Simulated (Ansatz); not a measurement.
# Molecular dynamics of SnO2

Input file:

```yaml
accuracy: low
crystal:
  lattice:
    - [-4.890272, -4.890272, 0.0]
    - [4.890272, -4.890272, 0.0]
    - [0.0, 0.0, 6.578515]
  atoms:
    - { symbol: Sn, position: [0.50727663, 0.49135554, 0.01365642] }
    - { symbol: Sn, position: [-0.01614005, 0.49772339, 0.25594697] }
    - { symbol: O, position: [0.18725325, 0.4992094, -0.00939364] }
    - { symbol: O, position: [-0.03835676, 0.1583208, 0.27584173] }
    - { symbol: O, position: [0.79736753, 0.45184241, 0.03859611] }
    - { symbol: O, position: [0.04387863, 0.79277645, 0.24084717] }
    - { symbol: Sn, position: [0.50770919, 0.46108476, 0.53337885] }
    - { symbol: Sn, position: [-0.00707849, 0.50096212, 0.72549385] }
    - { symbol: O, position: [0.19134177, 0.46418753, 0.49611381] }
    - { symbol: O, position: [0.00250833, 0.19966767, 0.77917718] }
    - { symbol: O, position: [0.7873399, 0.50008092, 0.4694657] }
    - { symbol: O, position: [0.05098768, 0.82074028, 0.761469] }
    - { symbol: Sn, position: [0.00717214, 0.02436135, 0.00403325] }
    - { symbol: Sn, position: [0.53485252, -0.0434465, 0.26720106] }
    - { symbol: O, position: [0.67418203, -0.05561864, 0.02139342] }
    - { symbol: O, position: [0.48957206, 0.66898244, 0.301825] }
    - { symbol: O, position: [0.32083672, 0.04782992, 0.00396292] }
    - { symbol: O, position: [0.52356223, 0.27120445, 0.24641993] }
    - { symbol: Sn, position: [0.00795444, -0.04303522, 0.48164987] }
    - { symbol: Sn, position: [0.49404174, -0.02078269, 0.79063419] }
    - { symbol: O, position: [0.71419536, 0.01305782, 0.4975408] }
    - { symbol: O, position: [0.53689523, 0.67687717, 0.75881352] }
    - { symbol: O, position: [0.33591154, 0.04586438, 0.52776902] }
    - { symbol: O, position: [0.49589804, 0.27647479, 0.76651939] }
basis:
  ecutwfc: 420.0
kpoints:
  mp_grid: { grid: [3, 3, 3] }
hamiltonian:
  xc: pbesol
  pseudopotentials: { kind: paw, azcp: { folder: soft_1 } }
scf:
  occupations: { method: fermi_dirac, width: 0.17 }
  lower_state_search: "off"
md:
  timestep: 1.5
  n_steps: 120
  ensemble: nvt_langevin
  temperature: 1600.0
  initial_velocities: maxwell_boltzmann
  seed: 838227
  friction: 0.02
  temperature_schedule:
    - { n_steps: 90, end_temperature: 300.0 }
    - { n_steps: 30, end_temperature: 300.0 }
```

Launched with:

```bash
$ ansatz run input.yaml --threads 4 --pin off --max-ram 10240MiB --backend cpu --events-out ev --progress --plain --runs-dir out
```

It goes on from the last frame of an earlier run, with new velocities.

Output, in part (step lines):

```
md step     0: t =     0.00 fs  T =  1533.3 K (target 1600.0 K)  F+E_penalty+E_count = -56565.56320421 eV  E_kin = 4.756768 eV  (9 SCF iters)
md step     1: t =     1.50 fs  T =  1497.9 K (target 1592.8 K)  F+E_penalty+E_count = -56565.52834692 eV  E_kin = 4.646959 eV  (10 SCF iters)
md step     2: t =     3.00 fs  T =  1431.9 K (target 1578.3 K)  F+E_penalty+E_count = -56565.49800047 eV  E_kin = 4.442062 eV  (10 SCF iters)
md step     3: t =     4.50 fs  T =  1392.7 K (target 1563.9 K)  F+E_penalty+E_count = -56565.54588742 eV  E_kin = 4.320375 eV  (10 SCF iters)
md step     4: t =     6.00 fs  T =  1306.3 K (target 1549.4 K)  F+E_penalty+E_count = -56565.66265968 eV  E_kin = 4.052485 eV  (10 SCF iters)
md step     5: t =     7.50 fs  T =  1353.4 K (target 1535.0 K)  F+E_penalty+E_count = -56565.85488252 eV  E_kin = 4.198449 eV  (8 SCF iters)
md step     6: t =     9.00 fs  T =  1457.2 K (target 1520.6 K)  F+E_penalty+E_count = -56566.13490853 eV  E_kin = 4.520558 eV  (8 SCF iters)
md step     7: t =    10.50 fs  T =  1430.5 K (target 1506.1 K)  F+E_penalty+E_count = -56566.43309589 eV  E_kin = 4.437832 eV  (8 SCF iters)
[... lines left out ...]
md step   120: t =   180.00 fs  T =   482.5 K (target 300.0 K)  F+E_penalty+E_count = -56570.31521336 eV  E_kin = 1.496723 eV  (8 SCF iters)
```

The steps, from the saved trajectory:

| time (fs) | T (K) | potential energy less start (eV) |
| --- | --- | --- |
| 0 | 1533 | 0.000 |
| 6 | 1306 | -0.099 |
| 12 | 1550 | -1.167 |
| 18 | 1973 | -2.048 |
| 24 | 1862 | -2.077 |
| 30 | 1811 | -1.655 |
| 36 | 1729 | -1.463 |
| 42 | 1734 | -1.558 |
| 48 | 1436 | -1.778 |
| 54 | 1313 | -1.779 |
| 60 | 1214 | -1.559 |
| 66 | 1227 | -1.507 |
| 72 | 1224 | -1.725 |
| 78 | 1256 | -1.953 |
| 84 | 1313 | -1.806 |
| 90 | 1087 | -1.476 |
| 96 | 1178 | -2.024 |
| 102 | 1282 | -2.951 |
| 108 | 1018 | -3.005 |
| 114 | 824 | -2.883 |
| 120 | 789 | -2.896 |
| 126 | 734 | -3.304 |
| 132 | 882 | -3.956 |
| 138 | 828 | -4.326 |
| 144 | 856 | -4.442 |
| 150 | 787 | -4.482 |
| 156 | 732 | -4.643 |
| 162 | 686 | -4.845 |
| 168 | 620 | -4.876 |
| 174 | 505 | -4.763 |
| 180 | 482 | -4.752 |

All steps were run. The schedule's set-point averaged 410 K over the second half and the system 832 K, so it lags behind the ramp. A run of 0.18 ps of so small a system gives no equilibrium averages. Limits of this set-up: PAW files made for another functional, low accuracy level.

Mean squared displacements from the first frame to the last, about the centre of mass: Sn 0.06 Å², O 0.15 Å².

Last frame:

```xyz
24
Lattice="-4.8903 -4.8903 0.0000 4.8903 -4.8903 0.0000 0.0000 0.0000 6.5785" Properties=species:S:1:pos:R:3
Sn -0.214 -4.895 0.277
Sn 2.355 -2.474 1.794
O 1.560 -3.475 0.186
O 0.783 -0.900 1.877
O -1.741 -6.323 0.276
O 4.033 -3.694 1.918
Sn -0.319 -4.707 3.418
Sn 2.325 -2.415 5.182
O 1.514 -3.522 3.429
O 0.834 -0.897 5.215
O -1.681 -6.238 3.559
O 3.855 -3.767 5.188
Sn -0.135 0.034 0.279
Sn -2.583 -2.383 1.946
O -3.590 -3.309 0.289
O 0.689 -5.850 2.050
O -1.862 -1.198 0.297
O -1.066 -3.708 1.804
Sn -0.049 0.026 3.578
Sn -2.639 -2.278 5.243
O -3.436 -3.215 3.622
O 0.676 -5.853 5.194
O -1.450 -1.409 3.575
O -1.015 -3.708 5.298
```

The run took 27 min on 4 threads of Intel(R) Xeon(R) Platinum 8175M CPU @ 2.50GHz (Skylake/Cascade Lake), with other jobs on the host, peak memory 1.8 GiB.
